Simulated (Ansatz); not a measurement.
What a change of settings does: CoSi (rocksalt type)

First run: DFT, r2SCAN, all-electron PAW with datasets made for the crystal, scalar-relativistic (Ansatz 0.2.0).

Command: `ansatz run input.yaml --threads 1 --pin off --max-ram 2048MiB --backend cpu --events-out ev --progress --plain --runs-dir out` It took 27 s on 1 thread of Intel(R) Xeon(R) Platinum 8375C CPU @ 2.90GHz (Ice Lake), on a shared host, peak memory 0.7 GiB.

```yaml
crystal:
  lattice:
    - [0.0, 1.896927397, 1.896927397]
    - [1.896927397, 0.0, 1.896927397]
    - [1.896927397, 1.896927397, 0.0]
  atoms:
    - { symbol: Co, position: [0.0, 0.0, 0.0] }
    - { symbol: Si, position: [0.5, 0.5, 0.5] }
kpoints:
  mp_grid: { grid: [14, 14, 14] }
scf:
  occupations: { method: fermi_dirac, width: 0.1 }
hamiltonian:
  xc: r2scan
  pseudopotentials: { kind: all_electron, datasets: crystal }
output:
  forces: true
  stress: true
  eigenvalues: true
```

The cell comes from a relaxation on PAW files under the same functional, begun from a prototype that needn't be the stable phase.

This run: volume at 0.55 of the series' base cell.

It converges in 10 SCF iterations at a pressure of 357.4 GPa.

The input is then changed:

```diff
 kpoints:
-  mp_grid: { grid: [14, 14, 14] }
+  mp_grid: { grid: [14, 14, 14], shift: [0.5, 0.5, 0.5] }
 scf:
```

**Question.** Predict the outcome of the changed run.

**Answer.** It converges in 10 SCF iterations at a pressure of 357.3 GPa, free energy -0.6 meV/atom against the first run's. Results part of its log:
```
Warning: crystal.symmetry: narrowed to the stabiliser of the k-point mesh — unitary ops 48 → 12; excluded 36 operations that carry a point of the 14×14×14 mesh (shift [0.5, 0.5, 0.5]) off the mesh (the run samples exactly the mesh kpoints.mp_grid names, as under crystal.symmetry.detect: false, and its converged state has the mesh's symmetry, not the crystal's; ε∞, the Born charges and the force co
SCF 1 converged in 10 iterations: F = -45811.726412 eV  dr2 = 2.01e-8
  Residual-converged pass: ⟨swp⟩=3.0  Hψ=12716  notcnv=0  max |occ|·‖R‖ = 5.2e-6 eV (tolerance 5.3e-6 eV)  dr2=2.06e-8  dr2_τ=2.35e-10  dr2_onsite=7.65e-9  max |Δocc| = 3.6e-10
  greatest PAW one-centre occupation: 0.999 electrons in one spin orbital (limit 2), on the Co atom at site 0 (counted from 0), in its partial waves of l = 0
SCF converged after 10 iterations
Free energy (F): -45811.726412 eV
Harris-Foulkes:  -45811.726412 eV  (|F-HF|=1.06e-8)
Internal energy: -45811.706827 eV  (E = F + TS)
E sigma→0 (E₀):  -45811.716620 eV
Entropy (-TS):   -0.019585 eV (-9.793 meV/atom)
Past the cutoff: the bands carry plane waves up to 2.50 times it, of which those up to 1.5 times it add -0.001132 eV an atom, each by itself; the spheres take 0.000504 eV an atom off the energy for waves past 2.50 times it
Past the cutoffs: a stress includes 0.0232 GPa for waves and charges beyond them, in addition to the slope of what the spheres take
In the spheres:  the bands' charges fall short by 3.6e-7 e at most (sound up to 1e-3)
Fermi energy:    30.798719 eV
--- Per-component energies (eV) ---
  E_band       = -601.630467
  E_kinetic    = 489.730430
  E_local      = -2758.059061  (includes V_loc(G=0)·N_el)
  E_nonlocal   = -862.021834
[... lines left out ...]
  E_ewald      = -4611.282075
  E_smearing   = -0.019585  (= −TS)
  E_closure    = 7782.836716  (closes the sum)
  Σ components = -45811.726412   (vs F -45811.726412, Δ=-7.28e-12)
  The terms above E_closure are by the made datasets' own strengths, without shells solved beside the bands.
--- Forces (eV/Å), atoms counted from 1 ---
  atom   1  Co    -0.00000000    -0.00000000    -0.00000000
  atom   2  Si    -0.00000000    -0.00000000    -0.00000000
  max |Σ_I F_I| component: 6.00e-29 eV/Å
--- Stress (GPa, compression-positive) ---
      357.331713      -0.065988      -0.065988
       -0.065988     357.331713      -0.065988
       -0.065988      -0.065988     357.331713
  P = ⅓ Tr σ = 357.3317 GPa (3573.317 kbar)
--- Band table (eV; the first three rows and the last of 280) ---
  k-point 0: bands = ["-108.1031", "-69.1358", "-62.2278", "-62.2278", "-62.2278", "-31.1421", "-31.1387", "-31.1387", "11.7114", "24.7857", "24.8434", "24.8434", "25.5438", "25.5438", "39.4226", "39.6296", "39.6296", "42.8460"]
  k-point 1: bands = ["-108.1029", "-69.1350", "-62.2282", "-62.2278", "-62.2273", "-31.1567", "-31.1433", "-31.1409", "11.9481", "24.5847", "24.8942", "24.9368", "25.4260", "25.5729", "38.6930", "39.3056", "40.0329", "42.4004"]
  k-point 2: bands = ["-108.1026", "-69.1331", "-62.2286", "-62.2279", "-62.2265", "-31.1923", "-31.1508", "-31.1470", "12.5296", "24.1057", "24.8556", "24.9286", "25.4890", "25.7471", "36.8783", "39.2807", "40.5496", "42.0934"]
  k-point 279: bands = ["-108.1006", "-69.1223", "-62.2301", "-62.2295", "-62.2232", "-31.3727", "-31.1886", "-31.1831", "18.3098", "19.5177", "23.7374", "23.9481", "27.8334", "27.9532", "30.1785", "38.0493", "38.7469", "40.2519"]
```
